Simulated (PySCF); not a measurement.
One formula, C5H8O2, several structures.

PySCF, CAM-B3LYP/def2-SVPD, density fitting, gas phase; each molecule at its own PBE0-D3(BJ)/def2-SVP geometry, one conformer. Singlet excitations by full TDDFT with frozen cores, triplets by Tamm–Dancoff TDDFT and ionisation energies by ΔSCF, from the lowest of the holes tried. 

Torsions of the conformers computed, which needn't be the lowest (atom-mapped SMILES):
- `[CH3:1]/[CH:2]=[C:3](\[CH3:4])[C:5](=[O:6])[OH:7]`: C2–C3–C5–O6 178°, H–O7–C5–C3 180°
- `[CH2:1]=[CH:2][C@H:3]([CH3:4])[C:5](=[O:6])[OH:7]`: C1–C2–C3–C4 -122°, C2–C3–C5–O6 81°, H–O7–C5–C3 177°
- `[CH3:1][C:2](=[O:3])/[CH:4]=[C:5](/[CH3:6])[OH:7]`: C1–C2–C4–C5 -179°, H–O7–C5–C4 0°
- `[CH2:1]=[C:2]([CH3:3])[C:4](=[O:5])[O:6][CH3:7]`: C1–C2–C4–O5 -1°, C2–C4–O6–C7 180°

The conformers of `O=C1CCCCO1` and `O=C1CCOCC1` aren't listed.

Reference: `C/C=C(\C)C(=O)O`, with HOMO energy -8.82 eV, LUMO energy -0.03 eV, lowest singlet excitation 5.28 eV, lowest triplet excitation 3.70 eV, mean polarisability 70.9 au and vertical ionisation energy 9.59 eV.

Changes against it:

```json
{"molecule": "CC(=O)/C=C(/C)O", "Δ electronic energy (kcal/mol)": "0.0", "Δ HOMO energy (eV)": "+0.47", "Δ LUMO energy (eV)": "-0.17", "Δ lowest singlet excitation (eV)": "-0.76", "Δ lowest triplet excitation (eV)": "-0.30", "Δ mean polarisability (au)": "+1.2", "Δ vertical ionisation energy (eV)": "-0.48"}
{"molecule": "C=C(C)C(=O)OC", "Δ electronic energy (kcal/mol)": "+13.5", "Δ HOMO energy (eV)": "-0.26", "Δ LUMO energy (eV)": "-0.08", "Δ lowest singlet excitation (eV)": "-0.04", "Δ lowest triplet excitation (eV)": "0.00", "Δ mean polarisability (au)": "-1.5", "Δ vertical ionisation energy (eV)": "+0.32"}
{"molecule": "O=C1CCOCC1", "Δ electronic energy (kcal/mol)": "+12.0", "Δ HOMO energy (eV)": "+0.05", "Δ LUMO energy (eV)": "+0.39", "Δ lowest singlet excitation (eV)": "-0.94", "Δ lowest triplet excitation (eV)": "+0.09", "Δ mean polarisability (au)": "-7.1", "Δ vertical ionisation energy (eV)": "+0.02"}
```

Rows whose labels were lost:

```json
{"row": "P", "Δ electronic energy (kcal/mol)": "+7.0", "Δ HOMO energy (eV)": "-0.25", "Δ LUMO energy (eV)": "+0.65", "Δ lowest singlet excitation (eV)": "+0.51", "Δ lowest triplet excitation (eV)": "+0.62", "Δ mean polarisability (au)": "-2.2", "Δ vertical ionisation energy (eV)": "+0.32"}
{"row": "Q", "Δ electronic energy (kcal/mol)": "-2.4", "Δ HOMO energy (eV)": "-0.42", "Δ LUMO energy (eV)": "+0.89", "Δ lowest singlet excitation (eV)": "+0.38", "Δ lowest triplet excitation (eV)": "+1.46", "Δ mean polarisability (au)": "-7.2", "Δ vertical ionisation energy (eV)": "+0.53"}
```

**Question.** Which row belongs to which of `C=C[C@H](C)C(=O)O` and `O=C1CCCCO1`?

**Answer.** P = `C=C[C@H](C)C(=O)O` and Q = `O=C1CCCCO1`. P and Q are told apart most clearly by the electronic energy (+7.0 against -2.4 kcal/mol).

**Question.** Which row has the smallest HOMO–LUMO gap and which the largest, and does the HOMO or the LUMO shift more there?

**Answer.** Smallest, counted from the reference: `CC(=O)/C=C(/C)O`, -0.64 eV (HOMO +0.47, LUMO -0.17), the larger shift being that of the HOMO. Largest: Q, +1.31 eV (HOMO -0.42, LUMO +0.89), the larger shift being that of the LUMO.
